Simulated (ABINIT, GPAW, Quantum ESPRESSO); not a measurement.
# TiO2: band gap by level of theory

**What was measured.** The band gap of TiO2 (P4_2/mnm) is reported as 3.05 eV at 300 K (a printed reference work). The runs below try to reproduce it.

```
Ti O
1.0
     4.59984    0.00000    0.00000
     0.00000    4.59984    0.00000
     0.00000    0.00000    2.95921
Ti O
2 4
Direct
  0.00000 0.00000 0.50000
  0.50000 0.50000 0.00000
  0.30432 0.30432 0.50000
  0.19568 0.80432 0.00000
  0.80432 0.19568 0.00000
  0.69568 0.69568 0.50000
```

```csv
rung,level,program and potentials,cutoff (eV),k mesh,core time,chip,band gap (eV),miss (eV),notes
GGA,AM05,"GPAW, PAW data sets generated for this functional",800,4 × 4 × 6,1.8 min,Intel Xeon 6975P-C Granite Rapids,1.83,-1.22,coarse mesh
GGA,RPBE,"GPAW, the program's PAW data sets (release 1.2.1) made for this functional",800,4 × 4 × 6,2.3 min,Intel Xeon Platinum 8488C Sapphire Rapids,1.91,-1.14,coarse mesh
LDA,LDA,"GPAW, PAW data sets generated for this functional",800,4 × 4 × 6,2.3 min,Intel Xeon Platinum 8488C Sapphire Rapids,1.79,-1.26,coarse mesh
GGA + U (3 eV),PBEsol+U (Ti d U = 3 eV),"GPAW, PAW data sets generated for this functional",800,4 × 4 × 7,2.8 min,Arm Neoverse V2,2.30,-0.75,-
GGA + U (4 eV),PBEsol+U (Ti d U = 4 eV),"GPAW, PAW data sets generated for this functional",800,4 × 4 × 7,2.8 min,Arm Neoverse V2,2.47,-0.58,-
GGA,PBEsol,"Quantum ESPRESSO, GBRV 1.5 PBEsol",612,6 × 6 × 9,3.2 min,Arm Neoverse V1,1.83,-1.22,-
meta-GGA,r4SCAN,"GPAW, GPAW PAW data sets (gpaw-data 1.2.1)",800,4 × 4 × 6,4.3 min,AMD EPYC 7B13 Zen 3,2.24,-0.81,coarse mesh; potentials made for PBE
GGA,PBE,"ABINIT, JTH PAW PBE v2.0",626,6 × 6 × 9,5.1 min,Arm Neoverse V1,1.86,-1.19,-
```

Times are single runs on shared hosts and different chips, so they are rough; meshes, cutoffs and the tasks' sizes weigh on the time. Task: band structure. All rows: no spin polarisation. Gaps are the least found on the k mesh or the band path, and a mesh can miss the band edges. Meshes differ between rows, which moves values too. All levels ran on this one cell, unrelaxed unless noted. Meshes are those of the run's cell of 6 atoms unless a note names another. Misses use the values as printed. Runs on faulty files, with rough fits or with known faults for this quantity aren't shown. No row holds spin-orbit coupling.

By rung: GGA + U (3 eV) 2.30; GGA + U (4 eV) 2.47; GGA 1.83 to 1.86; LDA on coarse meshes 1.79; GGA on coarse meshes 1.83 to 1.91; meta-GGA on coarse meshes 2.24 (eV). Measured: 3.05 eV at 300 K (a printed reference work). Closest, coarse meshes and atomic bases left aside, is PBEsol+U with GPAW, PAW data sets generated for this functional, with the U typed (-0.58 eV), and PBE misses by -1.19 eV on plain settings. LDA and GGA gaps fall short mostly because these functionals lack the derivative discontinuity; the runs are for a static lattice, while measurements hold temperature and zero-point motion.
